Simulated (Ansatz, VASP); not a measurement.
**Two plane-wave programs on PbS**

```
Pb S
1.0
    11.29865    0.00000    0.00000
     0.00000    4.17472    0.00000
     0.00000    0.00000    4.06901
Pb S
4 4
Direct
  0.12259 0.25000 0.07800
  0.87741 0.75000 0.92200
  0.37741 0.75000 0.57800
  0.62259 0.25000 0.42200
  0.86101 0.25000 0.45513
  0.13899 0.75000 0.54487
  0.63899 0.75000 0.95513
  0.36101 0.25000 0.04487
```

Alike in both runs: functional PBEsol; k mesh 4 × 10 × 10; occupations gaussian, width 0.03 eV; no spin polarisation.

Ansatz relaxed the structure, and its values are those at the end. VASP's run is a single point on that final structure, the one shown.

```csv
,VASP,Ansatz
version,VASP 6.6.1,Ansatz 0.2.0
potentials or method,"VASP PAW PBE potentials, release 64 (Pb_d, S)","scalar-relativistic, plane waves, PAW"
plane-wave cutoff (eV),520,450
valence electrons in the cell,80,80
```

Ansatz gave:

```
gap on the k mesh at the Fermi level (eV) : 0.98
least direct gap on the mesh (eV)         : 0.98
pressure (GPa)                            : 2.5
```

**Question.** What did VASP give for the same quantities?

**Answer.** gap on the k mesh at the Fermi level (eV): 0.99; least direct gap on the mesh (eV): 0.99; pressure (GPa): 2.5.

The functional is the same, so the differences come from potentials, cutoffs and numerics.

Caveats: the PAW data sets were made with another functional, which shifts forces and pressure a little (VASP); spin-orbit coupling is left out, which as a rule narrows the gap of such compounds by several tenths of an eV. A k mesh can miss the band edges.
